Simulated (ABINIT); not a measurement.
Set up this calculation in ABINIT 10.8.3 (patched build), as the native input.

```yaml
Task: equation of state
Functional: PBEsol
Potentials_or_basis: PseudoDojo NC SR PBEsol v0.4.1 standard
Cutoff: 1034 eV
k_mesh: 10 × 10 × 8
Occupations: fermi-dirac, width 0.05 eV
Spin: no spin polarisation
```

The system is ZrB2.

```
Zr B
1.0
     3.17000    0.00000    0.00000
    -1.58500    2.74530    0.00000
     0.00000    0.00000    3.53300
Zr B
1 2
Direct
  0.00000 0.00000 0.00000
  0.66667 0.33333 0.50000
  0.33333 0.66667 0.50000
```

One way to write it, as run:

run.abi

```
# Datasets: one volume each
ndtset 7
getwfk -1
scalecart1 3*0.9795861087
scalecart2 3*0.9864848297
scalecart3 3*0.9932883884
scalecart4 3*1.0000000000
scalecart5 3*1.0066227096
scalecart6 3*1.0131594038
scalecart7 3*1.0196128224

# Pseudopotentials
pp_dirpath "./"
pseudos "Zr.upf, B.upf"

# Structure
acell 3*1.0 Angstrom
rprim
     3.1700000000     0.0000000000     0.0000000000
    -1.5850000000     2.7453005300     0.0000000000
     0.0000000000     0.0000000000     3.5330000000
ntypat 2
znucl 40 5
natom 3
typat 1 2 2
xred
     0.0000000000     0.0000000000     0.0000000000
     0.6666666667     0.3333333333     0.5000000000
     0.3333333333     0.6666666667     0.5000000000

# Plane-wave basis
ecut 38.0

# k points
kptopt 1
ngkpt 10 10 8
nshiftk 1
shiftk 0.0 0.0 0.0

# Exchange and correlation
ixc -116133

# Bands and occupations
nband 13
occopt 3
tsmear 0.00183747

# SCF cycle
nstep 100
tolvrs 1.0e-10

# Output
iomode 3
prtwf 1
prtden 0
prteig 0
prtebands 0
enunit 1
```

Potentials or basis: PseudoDojo NC SR PBEsol v0.4.1 standard.

Launch:

```sh
$ abinit run.abi > log 2>&1
```

It gave:

```yaml
Equilibrium_volume: 10.09 Å³/atom
Bulk_modulus_at_fixed_shape_and_positions: 250 GPa
Pressure_derivative_of_the_bulk_modulus: 3.9
```

Caveat: pressures at fixed basis lie under the slope of the energies; the cell was scaled at fixed shape and fractional positions, which overstates the stiffness of a crystal with free parameters, most of all of layers and chains.

It took 5.8 min on 1 thread of Intel(R) Xeon(R) Platinum 8375C CPU @ 2.90GHz (Ice Lake), on a shared host, peak memory 0.13 GiB.
